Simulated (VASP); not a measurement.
A calculation with VASP 6.6.1 of Ho (native input, structure from a POSCAR):

INCAR

```
  ALGO = Normal
  EDIFF = 1E-6
  ENCUT = 500
  GGA = PS
  ISIF = 2
  ISMEAR = 0
  ISPIN = 2
  LASPH = T
  LCHARG = F
  LMAXMIX = 6
  LORBIT = 11
  LREAL = F
  LWAVE = F
  MAGMOM = 4 4
  NELM = 150
  PREC = Accurate
  SIGMA = 0.02
```

File KPOINTS:

```
k-points
0
Gamma
  9 9 5
```

The input POSCAR:

```
Ho
3.5773
    1.000000000000      0.000000000000      0.000000000000
   -0.500000000000      0.866025403796      0.000000000000
    0.000000000000      0.000000000000      1.569843177816
Ho
2
Direct
    0.6666666667      0.3333333333      0.7500000000
    0.3333333333      0.6666666667      0.2500000000
```

Potentials or basis: VASP PAW PBE potentials, release 64 (Ho).

The run is started by

```bash
$ cat potpaw_PBE.64/Ho/POTCAR > POTCAR
$ mpirun -np 1 vasp_std > vasp.out
```

Q: Write the same calculation in another form: ASE script, structure typed inline.

A: As run:

run.py

```python
from ase import Atoms
from ase.calculators.vasp import Vasp
from ase.dft.bandgap import bandgap

atoms = Atoms(
    ['Ho', 'Ho'],
    cell=[[3.5773, 0.0, 0.0], [-1.78865, 3.098032677, 0.0], [0.0, 0.0, 5.6158]],
    scaled_positions=[[0.6666666667, 0.3333333333, 0.75], [0.3333333333, 0.6666666667, 0.25]],
    pbc=True,
)
atoms.set_initial_magnetic_moments([4.0, 4.0])
calc = Vasp(
    directory='calc',
    xc='pbesol',
    pp='PBE',
    setups='minimal',
    prec='Accurate',
    encut=500,
    ediff=1e-06,
    ismear=0,
    sigma=0.02,
    lreal=False,
    lasph=True,
    nelm=150,
    algo='Normal',
    isif=2,
    lwave=False,
    lcharg=False,
    ispin=2,
    lorbit=11,
    lmaxmix=6,
    kpts=[9, 9, 5],
    gamma=True,
)
atoms.calc = calc

print('energy (eV):', atoms.get_potential_energy())
print('free energy (eV):', atoms.get_potential_energy(force_consistent=True))
print('forces (eV/A):')
print(atoms.get_forces())
print('stress (eV/A^3, Voigt):', atoms.get_stress())
print('Fermi level (eV):', calc.get_fermi_level())
print('moment (muB):', atoms.get_magnetic_moment())
print('site moments (muB):', atoms.get_magnetic_moments())
gap, top, bottom = bandgap(calc)
print('band gap (eV):', gap, 'from (spin, k, band)', top, 'to', bottom)
```

Potentials or basis: VASP PAW PBE potentials, release 64 (Ho).

Run with:

```sh
$ python run.py
```

Both were run:

|  | native input, structure from a POSCAR | ASE script, structure typed inline |
| --- | --- | --- |
| Pressure | -0.2 GPa | -0.2 GPa |
| Band gap on the k mesh | none (metal or under the smearing width) | none (metal or under the smearing width) |
| Net moment | 7.11 μB per cell | 7.11 μB per cell |
| Site moments | Ho +3.48 μB | Ho +3.47 μB |
| Valence electrons inside the program's atomic spheres | Ho 18.56 | Ho 18.56 |

Keys that steer only the numerical path or the files written may differ.

Caveat: the magnetic or orbital state may not be the lowest; the PAW data sets were made with another functional, which shifts forces and pressure a little; spin-orbit coupling is left out, which moves the levels of the heavy elements.
